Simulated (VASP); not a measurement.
# P in VASP: settings compared

The runs below take P through relaxation of cell and atoms, with PBEsol, PBE+D3(BJ).

Everything below comes from runs of VASP 6.6.1. Logs are shortened: lines on timing, memory, paths and dates and some standing lists are left out, and cuts for length are marked.

### Step 1. The structure

The cell holds a slab with vacuum, 4 atoms: a = 3.316 Å, b = 4.379 Å, c = 20.131 Å, α = 90.00°, β = 90.00°, γ = 90.00°.

The slab is cut from a database's or a generator's crystal, which needn't be the stable form of the element.

### Step 2. Relaxation of cell and atoms, PBEsol

INCAR

```
PREC = Accurate ; ENCUT = 600
EDIFF = 1E-6 ; ISMEAR = 0
SIGMA = 0.03 ; LREAL = False
LASPH = True ; NELM = 80
ALGO = Normal ; ISIF = 3
LWAVE = False ; LCHARG = False
GGA = PS ; IBRION = 2
NSW = 90 ; EDIFFG = -0.01
LATTICE_CONSTRAINTS = .TRUE. .TRUE. .FALSE.
```

KPOINTS

```
Automatic mesh
0
Gamma
  10 8 1
```

POSCAR

```
P
1.0
    3.3164000000      0.0000000000      0.0000000000
    0.0000000000      4.3793000000      0.0000000000
    0.0000000000      0.0000000000     20.1307681600
P
4
Direct
    0.0000000000      0.5806800000      0.4470768300
    0.5000000000      0.9193200000      0.4470768300
    0.5000000000      0.0806800000      0.5529231700
    0.0000000000      0.4193200000      0.5529231700
```

Potentials or basis: VASP PAW PBE potentials, release 64 (P).

Run with:

```console
$ cat potpaw_PBE.64/P/POTCAR > POTCAR
$ mpirun -np 1 vasp_std > vasp.out
```

OUTCAR:

```text
PREC = Accurate
   ENCUT = 600
   EDIFF = 1E-6
   ISMEAR = 0
   LREAL = False
   LASPH = True
   NELM = 80
   ISIF = 3
   GGA = PS
   IBRION = 2
   NSW = 90
   EDIFFG = -0.01

 ion  position               nearest neighbor table
   1  0.000  0.581  0.447-   2 2.22   2 2.22   4 2.24
   2  0.500  0.919  0.447-   1 2.22   1 2.22   3 2.24
   3  0.500  0.081  0.553-   4 2.22   4 2.22   2 2.24
   4  0.000  0.419  0.553-   3 2.22   3 2.22   1 2.24

  LATTYP: Found a simple orthorhombic cell.
 ALAT       =     3.3164000000
 B/A-ratio  =     1.3204981305
 C/A-ratio  =     6.0700663852

  Lattice vectors:

 A1 = (   3.3164000000,   0.0000000000,   0.0000000000)
 A2 = (   0.0000000000,   4.3793000000,   0.0000000000)
 A3 = (   0.0000000000,   0.0000000000,  20.1307681600)

Analysis of symmetry for initial positions (statically):
=====================================================================
 Subroutine PRICEL returns:
 Original cell was already a primitive cell.

 Routine SETGRP: Setting up the symmetry group for a
 simple orthorhombic supercell.

 Subroutine GETGRP returns: Found  8 space group operations
 (whereof  4 operations were pure point group operations)
 out of a pool of  8 trial point group operations.

The static configuration has the point symmetry C_2h.
 The point group associated with its full space group is D_2h.

Analysis of symmetry for dynamics (positions and initial velocities):
=====================================================================
 Subroutine PRICEL returns:
 Original cell was already a primitive cell.

 Routine SETGRP: Setting up the symmetry group for a
 simple orthorhombic supercell.

 Subroutine GETGRP returns: Found  8 space group operations
 (whereof  4 operations were pure point group operations)
 out of a pool of  8 trial point group operations.

The dynamic configuration has the point symmetry C_2h.
 The point group associated with its full space group is D_2h.

 Subroutine INISYM returns: Found  8 space group operations
 (whereof  4 operations are pure point group operations),
 and found     1 'primitive' translations

----------------------------------------------------------------------------------------

                                     Primitive cell

  volume of cell :     292.3694

  direct lattice vectors                    reciprocal lattice vectors
     3.316400000  0.000000000  0.000000000     0.301531781  0.000000000  0.000000000
     0.000000000  4.379300000  0.000000000     0.000000000  0.228346996  0.000000000
     0.000000000  0.000000000 20.130768160     0.000000000  0.000000000  0.049675203

  length of vectors
     3.316400000  4.379300000 20.130768160     0.301531781  0.228346996  0.049675203

  position of ions in fractional coordinates (direct lattice)
     0.000000000  0.580680000  0.447076830
     0.500000000  0.919320000  0.447076830
     0.500000000  0.080680000  0.552923170
     0.000000000  0.419320000  0.552923170

  ion indices of the primitive-cell ions
   primitive index   ion index
                 1           1
                 2           2
                 3           3
                 4           4

----------------------------------------------------------------------------------------

 KPOINTS: Automatic mesh

Automatic generation of k-mesh.
 Grid dimensions read from file:
 generate k-points for:   10    8    1

 Generating k-lattice:

  Cartesian coordinates                     Fractional coordinates (reciprocal lattice)
     0.030153178  0.000000000  0.000000000     0.100000000  0.000000000  0.000000000
     0.000000000  0.028543375  0.000000000     0.000000000  0.125000000  0.000000000
     0.000000000  0.000000000  0.049675203     0.000000000  0.000000000  1.000000000

  Length of vectors
     0.030153178  0.028543375  0.049675203

  Shift w.r.t. Gamma in fractional coordinates (k-lattice)
     0.000000000  0.000000000  0.000000000

 Subroutine IBZKPT returns following result:
 ===========================================

 Found     30 irreducible k-points:

[... 40 lines left out ...]
   LEPSILON=     F    determine dielectric tensor
   LRPA    =     F    only Hartree local field effects (RPA)
 conjugate gradient relaxation of ions
 non-spin polarized calculation
 Gauss-broadening in eV      SIGMA  =   0.03
  energy-cutoff  :      600.00
  volume of cell :      292.37
 maximum number of plane-waves:      9806
 NGX is ok and might be reduce to    28
   NGX = 13   NGY = 17   NGZ = 81

--------------------------------------- Ionic step        1  -------------------------------------------

 number of electron      19.9999999 magnetization

 Free energy of the ion-electron system (eV)
  ---------------------------------------------------
  ext. energy  EPLUGINS =         0.00000000
  ---------------------------------------------------
  free energy    TOTEN  =       -22.83890748 eV

  energy without entropy =      -22.83890748  energy(sigma->0) =      -22.83890748

------------------------ aborting loop because EDIFF is reached ----------------------------------------

  FORCE on cell =-STRESS in cart. coord.  units (eV):
  Direction    XX          YY          ZZ          XY          YZ          ZX
  --------------------------------------------------------------------------------------
  -------------------------------------------------------------------------------------
  Total       -0.7572533     -0.1314852     -0.4334888      0.0000000      0.0000000      0.0000000
  in kB       -4.1497294     -0.7205359     -2.3755083      0.0000000      0.0000000      0.0000000
  external PRESSURE =      -2.4152579 kB  Pullay stress =       0.0000000 kB
[... 95 lines left out ...]
  FREE ENERGIE OF THE ION-ELECTRON SYSTEM (eV)
  ---------------------------------------------------
  free  energy   TOTEN  =       -22.8423602437 eV

  energy  without entropy=      -22.8423602437  energy(sigma->0) =      -22.84236024

[... ionic steps 4 to 7 ...]

--------------------------------------- Ionic step        8  -------------------------------------------

 number of electron      19.9999999 magnetization

------------------------ aborting loop because EDIFF is reached ----------------------------------------
[... 71 lines left out ...]
--------------------------------------- Ionic step       10  -------------------------------------------

 number of electron      19.9999999 magnetization

 Free energy of the ion-electron system (eV)
  ---------------------------------------------------
  ext. energy  EPLUGINS =         0.00000000
  ---------------------------------------------------
  free energy    TOTEN  =       -22.84430501 eV

  energy without entropy =      -22.84430501  energy(sigma->0) =      -22.84430501

 E-fermi :  -1.9028     XC(G=0):  -3.0888

 val. band max:       -2.0902803517   @ k =   0.0000   0.0000   0.0000
 cond. band min:      -1.3745066976   @ k =   0.0000   0.0000   0.0000
 fundamental gap:      0.7157736541
 Fermi energy:        -1.9027583930

 k-point     1 :       0.0000    0.0000    0.0000
  band No.  band energies     occupation
      1     -17.3308      2.00000
      2     -14.6765      2.00000
      3     -11.1455      2.00000
      4      -7.9527      2.00000
      5      -6.8939      2.00000
      6      -6.6041      2.00000
      7      -5.5650      2.00000
      8      -4.0006      2.00000
      9      -3.8353      2.00000
     10      -2.0903      2.00000
     11      -1.3745      0.00000
     12      -0.5866      0.00000
     13       0.6369      0.00000
     14       1.3800      0.00000
[... 377 lines left out ...]
      1     -14.0883      2.00000
      2     -14.0883      2.00000
      3     -11.8879      2.00000
      4     -11.8879      2.00000
      5      -7.3782      2.00000
      6      -7.3782      2.00000
      7      -6.5601      2.00000
      8      -6.5601      2.00000
      9      -3.4319      2.00000
     10      -3.4319      2.00000
     11       0.3166      0.00000
     12       0.3166      0.00000
     13       1.2954      0.00000
     14       1.2954      0.00000

 [... further k-points ...]
[... 5 lines left out ...]
  --------------------------------------------------------------------------------------
  -------------------------------------------------------------------------------------
  Total        0.0018542      0.0187522     -0.0067853      0.0000000      0.0000000      0.0000000
  in kB        0.0101315      0.1024652     -0.0370763      0.0000000      0.0000000      0.0000000
  external PRESSURE =       0.0251735 kB  Pullay stress =       0.0000000 kB
[... 19 lines left out ...]
  FREE ENERGIE OF THE ION-ELECTRON SYSTEM (eV)
  ---------------------------------------------------
  free  energy   TOTEN  =       -22.8443050058 eV

  energy  without entropy=      -22.8443050058  energy(sigma->0) =      -22.84430501

 reached required accuracy - stopping structural energy minimisation
```

Run time: 9.7 min. Hardware: 1 thread of Intel Xeon Platinum 8488C (Sapphire Rapids), shared host; peak memory 0.42 GiB.

Results:

```
Free energy                            : -22.8443 eV
Relaxed volume                         : 73.30 Å³/atom
Relaxed cell                           : a = 3.284 Å, b = 4.436 Å, c = 20.131 Å, α = 90.00°, β = 90.00°, γ = 90.00°
Space group after relaxing (to 0.05 Å) : Pmna (No. 53)
Energy gained by relaxing              : 1.3 meV/atom
Ionic steps                            : 10
Largest force after relaxing           : 0.005 eV/Å
Band gap on the k mesh                 : 0.72 eV, direct
```

Forces in eV/Å, atoms in the order of the input:
```
P    0.000 -0.005  0.000
P    0.000  0.005  0.000
P    0.000 -0.005  0.000
P    0.000  0.005  0.000
```

The path:
| step | energy change (eV) | largest force (eV/Å) | pressure (GPa) | volume (Å³) |
| --- | --- | --- | --- | --- |
| 1 | 0.0000 | 0.1051 | -0.24 | 292.37 |
| 2 | -0.0030 | 0.0516 | 0.13 | 289.24 |
| 3 | -0.0035 | 0.0444 | 0.03 | 290.06 |
| 4 | -0.0041 | 0.0409 | 0.02 | 290.59 |
| 5 | -0.0041 | 0.0452 | 0.02 | 290.62 |
| 6 | -0.0046 | 0.0377 | 0.01 | 291.15 |
| 7 | -0.0053 | 0.0138 | -0.01 | 292.73 |
| 8 | -0.0054 | 0.0040 | -0.02 | 293.39 |
| 9 | -0.0053 | 0.0178 | 0.03 | 292.97 |
| 10 | -0.0054 | 0.0048 | 0.00 | 293.21 |

Final structure:
```
CELL_PARAMETERS angstrom
3.28369 0.00000 0.00000
0.00000 4.43571 0.00000
0.00000 0.00000 20.13077
ATOMIC_POSITIONS crystal
P 0.00000 0.58282 0.44752
P 0.50000 0.91718 0.44752
P 0.50000 0.08282 0.55248
P 0.00000 0.41718 0.55248
```

Levels at points of the mesh, in eV from the valence-band top:
```tsv
k point	band 7	band 8	band 9	band 10	band 11	band 12	band 13	band 14
(0.00, 0.00, 0.00)	-3.47	-1.91	-1.75	0.00	0.72	1.50	2.73	3.47
(0.50, 0.00, 0.00)	-2.77	-2.77	-2.07	-2.07	1.23	1.23	1.90	1.90
(0.00, 0.50, 0.00)	-2.56	-2.56	-1.06	-1.06	2.10	2.10	3.50	3.50
(0.50, 0.50, 0.00)	-4.92	-4.92	-1.31	-1.31	2.38	2.38	4.24	4.24
```

Caveat: the PAW data sets were made with another functional, which shifts forces and pressure a little. PBEsol gaps usually lie below the measured ones, often by a third to a half.

### Step 3. Relaxation of cell and atoms, PBEsol

This run uses another cell than the first one, of 73.30 Å³/atom, 1.003 times its volume.

INCAR

```
PREC = Accurate ; ENCUT = 600
EDIFF = 1E-7 ; ISMEAR = 0
SIGMA = 0.03 ; LREAL = False
LASPH = True ; NELM = 80
ALGO = Normal ; ISIF = 3
LWAVE = False ; LCHARG = False
GGA = PS ; IBRION = 2
NSW = 90 ; EDIFFG = -0.005
LATTICE_CONSTRAINTS = .TRUE. .TRUE. .FALSE.
```

KPOINTS is that of step 2.

POSCAR

```
P                                       
1.0
    3.2836886645      0.0000000000      0.0000000000
    0.0000000000      4.4357078474      0.0000000000
    0.0000000000      0.0000000000     20.1307681600
  P             
     4
Direct
     0.0000000000000000    0.5828208516503335    0.4475218520871633
     0.5000000000000000    0.9171791483496665    0.4475218520871633
     0.5000000000000000    0.0828208516503333    0.5524781479128367
     0.0000000000000000    0.4171791483496667    0.5524781479128367
```

Potentials or basis: VASP PAW PBE potentials, release 64 (P).

Run with:

```console
$ cat potpaw_PBE.64/P/POTCAR > POTCAR
$ mpirun -np 1 vasp_std > vasp.out
```

Wall time 2.9 min (1 thread of Intel Xeon Platinum 8488C (Sapphire Rapids), shared host); peak memory 0.43 GiB.

It converged, with:

* Free energy: -22.8443 eV
* Largest force after relaxing: 0.005 eV/Å
* Band gap on the k mesh: 0.72 eV, direct

Forces on the atoms (eV/Å):
```
P    0.000 -0.005  0.000
P    0.000  0.005  0.000
P    0.000 -0.005  0.000
P    0.000  0.005  0.000
```

Final structure:
```yaml
crystal:
  lattice:
    - [3.28369, 0.00000, 0.00000]
    - [0.00000, 4.43571, 0.00000]
    - [0.00000, 0.00000, 20.13077]
  atoms:
    - { symbol: P, position: [0.00000, 0.58282, 0.44752] }
    - { symbol: P, position: [0.50000, 0.91718, 0.44752] }
    - { symbol: P, position: [0.50000, 0.08282, 0.55248] }
    - { symbol: P, position: [0.00000, 0.41718, 0.55248] }
```

Levels at points of the mesh, in eV from the valence-band top:
| k point | band 6 | band 7 | band 8 | band 9 | band 10 | band 11 | band 12 | band 13 | band 14 |
| --- | --- | --- | --- | --- | --- | --- | --- | --- | --- |
| (0.00, 0.00, 0.00) | -4.51 | -3.47 | -1.91 | -1.75 | 0.00 | 0.72 | 1.50 | 2.73 | 3.47 |
| (0.50, 0.00, 0.00) | -4.88 | -2.77 | -2.77 | -2.07 | -2.07 | 1.23 | 1.23 | 1.90 | 1.90 |
| (0.00, 0.50, 0.00) | -3.14 | -2.56 | -2.56 | -1.06 | -1.06 | 2.10 | 2.10 | 3.50 | 3.50 |
| (0.50, 0.50, 0.00) | -5.08 | -4.92 | -4.92 | -1.31 | -1.31 | 2.38 | 2.38 | 4.24 | 4.24 |

Caveat: the relaxation stopped at its first step, so nothing moved; the PAW data sets were made with another functional, which shifts forces and pressure a little. As with any semilocal functional, this PBEsol gap is likely too small.

### Step 4. Relaxation of cell and atoms, PBE+D3(BJ)

INCAR

```
SYSTEM = P
PREC     = Accurate       ! precision mode
ENCUT    = 600            ! plane-wave cutoff, eV
EDIFF    = 1E-6           ! SCF threshold, eV
ISMEAR   = 0              ! smearing method
SIGMA    = 0.03           ! smearing width, eV
LREAL    = .FALSE.        ! projectors in reciprocal space
LASPH    = .TRUE.         ! aspherical terms in the spheres
NELM     = 80             ! most SCF steps
ALGO     = Normal         ! electronic algorithm
ISIF     = 3              ! what is computed and relaxed
LWAVE    = .FALSE.        ! write WAVECAR
LCHARG   = .FALSE.        ! write CHGCAR
GGA      = PE             ! functional
IVDW     = 12             ! dispersion correction
IBRION   = 2              ! ionic algorithm
NSW      = 90             ! ionic steps
EDIFFG   = -0.01          ! ionic threshold
LATTICE_CONSTRAINTS= .TRUE. .TRUE. .FALSE.
KPAR     = 2
```

KPOINTS

```
regular mesh
0
G
  10 8 1
  0 0 0
```

POSCAR

```
P
1.0
    3.3164000000      0.0000000000      0.0000000000
    0.0000000000      4.3793000000      0.0000000000
    0.0000000000      0.0000000000     20.1307681600
P
4
Direct
    0.0000000000      0.5806800000      0.4470768300
    0.5000000000      0.9193200000      0.4470768300
    0.5000000000      0.0806800000      0.5529231700
    0.0000000000      0.4193200000      0.5529231700
```

Run with:

```console
$ cat potpaw_PBE.64/P/POTCAR > POTCAR
$ mpirun -np 2 vasp_std > vasp.out
```

Wall time 3.9 min (2 MPI ranks of Intel Xeon Platinum 8488C (Sapphire Rapids), shared host); peak memory 0.47 GiB.

The run converged. Its results:

```
Free energy                            : -22.4414 eV
Relaxed volume                         : 73.55 Å³/atom
Relaxed cell                           : a = 3.292 Å, b = 4.439 Å, c = 20.131 Å, α = 90.00°, β = 90.00°, γ = 90.00°
Space group after relaxing (to 0.05 Å) : Pmna (No. 53)
Energy gained by relaxing              : 0.8 meV/atom
Ionic steps                            : 7
Largest force after relaxing           : 0.003 eV/Å
Band gap on the k mesh                 : 0.75 eV, direct
Dispersion energy per atom             : -0.248 eV
```

Forces on the atoms (eV/Å):
```
P    0.000 -0.001  0.003
P    0.000  0.001  0.003
P    0.000 -0.001 -0.003
P    0.000  0.001 -0.003
```

The path:
```csv
step,energy change (eV),largest force (eV/Å),pressure (GPa),volume (Å³)
1,0.0000,0.0642,-0.13,292.37
2,-0.0015,0.0177,0.08,290.77
3,-0.0015,0.0183,0.04,291.02
4,-0.0022,0.0365,0.03,291.65
5,-0.0023,0.0625,0.02,292.01
6,-0.0028,0.0421,0.01,292.72
7,-0.0033,0.0035,-0.01,294.21
```

Final structure:
```
P
1.0
     3.29235    0.00000    0.00000
     0.00000    4.43912    0.00000
     0.00000    0.00000   20.13077
P
4
Direct
  0.00000 0.58291 0.44739
  0.50000 0.91709 0.44739
  0.50000 0.08291 0.55261
  0.00000 0.41709 0.55261
```

Levels at points of the mesh, in eV from the valence-band top:
```csv
k point,band 6,band 7,band 8,band 9,band 10,band 11,band 12,band 13,band 14
"(0.00, 0.00, 0.00)",-4.54,-3.47,-1.87,-1.77,0.00,0.75,1.57,2.74,3.47
"(0.50, 0.00, 0.00)",-4.83,-2.75,-2.75,-2.04,-2.04,1.31,1.31,1.97,1.97
"(0.00, 0.50, 0.00)",-3.11,-2.57,-2.57,-1.05,-1.05,2.12,2.12,3.50,3.50
"(0.50, 0.50, 0.00)",-5.02,-4.87,-4.87,-1.31,-1.31,2.42,2.42,4.27,4.27
```

### Step 5. Relaxation of cell and atoms, PBE+D3(BJ)

This run uses another cell than the first one, of 73.55 Å³/atom, 1.006 times its volume.

Edit INCAR of step 4 so:

```diff
@@ -3,3 +3,3 @@
 ENCUT    = 600            ! plane-wave cutoff, eV
-EDIFF    = 1E-6           ! SCF threshold, eV
+EDIFF    = 1E-7           ! SCF threshold, eV
 ISMEAR   = 0              ! smearing method
@@ -17,3 +17,3 @@
 NSW      = 90             ! ionic steps
-EDIFFG   = -0.01          ! ionic threshold
+EDIFFG   = -0.005         ! ionic threshold
 LATTICE_CONSTRAINTS= .TRUE. .TRUE. .FALSE.
```

KPOINTS is that of step 4.

POSCAR

```
P                                       
1.0
    3.2923500407      0.0000000000      0.0000000000
    0.0000000000      4.4391240723      0.0000000000
    0.0000000000      0.0000000000     20.1307681600
  P             
     4
Direct
     0.0000000000000000    0.5829074213473228    0.4473896877317540
     0.5000000000000000    0.9170925786526772    0.4473896877317540
     0.5000000000000000    0.0829074213473229    0.5526103122682460
     0.0000000000000000    0.4170925786526771    0.5526103122682460
```

Run with:

```console
$ cat potpaw_PBE.64/P/POTCAR > POTCAR
$ mpirun -np 2 vasp_std > vasp.out
```

Run time: 95 s. Hardware: 2 MPI ranks of Intel Xeon Platinum 8488C (Sapphire Rapids), shared host; peak memory 0.41 GiB.

The run converged. Its results:

```yaml
Free_energy: -22.4415 eV
Largest_force_after_relaxing: 0.004 eV/Å
Band_gap_on_the_k_mesh: 0.75 eV, direct
Dispersion_energy_per_atom: -0.248 eV
```

Forces on the atoms (eV/Å):
```
P    0.000 -0.001  0.003
P    0.000  0.001  0.003
P    0.000 -0.001 -0.003
P    0.000  0.001 -0.003
```

Final structure:
```
P
1.0
     3.29235    0.00000    0.00000
     0.00000    4.43912    0.00000
     0.00000    0.00000   20.13077
P
4
Direct
  0.00000 0.58291 0.44739
  0.50000 0.91709 0.44739
  0.50000 0.08291 0.55261
  0.00000 0.41709 0.55261
```

Levels at points of the mesh, in eV from the valence-band top:
| k point | band 8 | band 9 | band 10 | band 11 | band 12 | band 13 |
| --- | --- | --- | --- | --- | --- | --- |
| (0.00, 0.00, 0.00) | -1.87 | -1.77 | 0.00 | 0.75 | 1.57 | 2.74 |
| (0.50, 0.00, 0.00) | -2.75 | -2.04 | -2.04 | 1.31 | 1.31 | 1.97 |
| (0.00, 0.50, 0.00) | -2.57 | -1.05 | -1.05 | 2.12 | 2.12 | 3.50 |
| (0.50, 0.50, 0.00) | -4.87 | -1.31 | -1.31 | 2.42 | 2.42 | 4.27 |

Caveat: the relaxation stopped at its first step, so nothing moved. PBE gaps usually lie below the measured ones, often by a third to a half.
